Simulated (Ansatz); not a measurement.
# HfO2: the cost of one run

Method: DFT LDA, scalar-relativistic, in Ansatz 0.2.0.

## Step 1: The starting structure

It takes space group Fm-3m (No. 225, cubic). Conventional cell: a = 5.115 Å, b = 5.115 Å, c = 5.115 Å, α = 90.00°, β = 90.00°, γ = 90.00°. Hf (site symmetry m-3m) is surrounded by 8 O at 2.21 Å. O (site symmetry -43m) is surrounded by 4 Hf at 2.21 Å.

Structure file:

```cif
data_structure
_symmetry_space_group_name_H-M 'P 1'
_symmetry_Int_Tables_number 1
_cell_length_a 3.6169
_cell_length_b 3.6169
_cell_length_c 3.6169
_cell_angle_alpha 60.000
_cell_angle_beta 60.000
_cell_angle_gamma 60.000
_cell_volume 33.46
loop_
_atom_site_label
_atom_site_type_symbol
_atom_site_fract_x
_atom_site_fract_y
_atom_site_fract_z
_atom_site_occupancy
Hf1 Hf 0.00000 0.00000 0.00000 1
O1 O 0.25000 0.25000 0.25000 1
O2 O 0.75000 0.75000 0.75000 1
```

Atoms are numbered in the order of the input: Hf1, O2, O3.

## Step 2: After the deformation

Space group Fm-3m before, R-3m after.

## Step 3: LAPW, all electrons

input.yaml

```yaml
crystal:
  lattice:
    - [0.05115, 2.583075, 2.583075]
    - [2.583075, 0.05115, 2.583075]
    - [2.583075, 2.583075, 0.05115]
  atoms:
    - { symbol: Hf, position: [0.0, 0.0, 0.0] }
    - { symbol: O, position: [0.25, 0.25, 0.25] }
    - { symbol: O, position: [0.75, 0.75, 0.75] }
kpoints:
  mp_grid: { grid: [8, 8, 8] }
  band_path:
    path:
      - [0.0, 0.0, 0.0]
      - [0.5, 0.5, 0.5]
      - [0.2451701269, 0.5, 0.7548298731]
      - [-0.2451701269, 0.2451701269, 0.5]
      - [0.0, 0.0, 0.5]
      - [0.0, 0.0, 0.0]
      - [-0.3725850634, 0.0, 0.3725850634]
      - [0.0, 0.3725850634, 0.6274149366]
      - [0.0, 0.5, 0.5]
    npoints: 5
scf:
  occupations: { method: fermi_dirac, width: 0.01 }
hamiltonian:
  xc: lda
  pseudopotentials: { kind: all_electron, lapw: { basis_error: 0.001 } }
output:
  forces: true
  stress: true
  eigenvalues: true
```

The run is started by

```
> ansatz run input.yaml --threads 1 --pin off --max-ram 4096MiB --backend cpu --events-out ev --progress --plain --runs-dir out
```

What time and memory should one allow on 1 thread of Arm Neoverse V2, shared host?

About 34 s, with a peak of 0.46 GiB.
